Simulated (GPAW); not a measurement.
A run of GPAW 26.7.0:

File run.py:

```python
from ase import Atoms
from ase.dft.bandgap import bandgap
from ase.io import write
from ase.units import Bohr, GPa
from gpaw import GPAW, PW
from gpaw.elf import elf_from_dft_calculation

atoms = Atoms(['Ta'],
              cell=[[-1.65128, 1.65128, 1.65128],
                    [1.65128, -1.65128, 1.65128],
                    [1.65128, 1.65128, -1.65128]],
              scaled_positions=[[0.0, 0.0, 0.0]],
              pbc=True)

calc = GPAW(mode=PW(600),
            xc='PBE',
            kpts={'size': (11, 11, 11), 'gamma': True},
            occupations={'name': 'methfessel-paxton', 'order': 0, 'width': 0.019000000000000003},
            nbands=15,
            convergence={'density': 1e-05, 'energy': 1e-05},
            maxiter=150,
            txt='gpaw.txt')
atoms.calc = calc
energy = atoms.get_potential_energy()
forces = atoms.get_forces()
stress = atoms.get_stress()
calc.write('gs.gpw')
write('result.traj', atoms)
print(f'Energy: {energy:.6f} eV')
print('Forces (eV/A):')
print(forces.round(4))
print('Stress (GPa):', (stress / GPa).round(3))
print('Fermi level:', round(calc.get_fermi_level(), 4), 'eV')
print(f'Gap: {bandgap(calc)[0]:.4f} eV, direct: {bandgap(calc, direct=True)[0]:.4f} eV')

# fields on the real-space grid
write('density.cube', atoms, data=calc.get_pseudo_density() * Bohr**3)
write('potential.cube', atoms, data=calc.get_electrostatic_potential())
write('elf.cube', atoms, data=elf_from_dft_calculation(calc).data)
```

Potentials or basis: GPAW PAW data sets (gpaw-data 1.2.1), pw.

Command:

```sh
$ OMP_NUM_THREADS=1 python run.py
```

Hardware: 1 thread of Arm Neoverse V1 (shared host).

Question: How long does it take, and how much memory?

Answer: Run time: 13 s on 1 thread of Arm Neoverse V1, on a shared host, peak memory 0.14 GiB. Counts: scf iterations 8, plane waves 615, bands 15, k points 56.
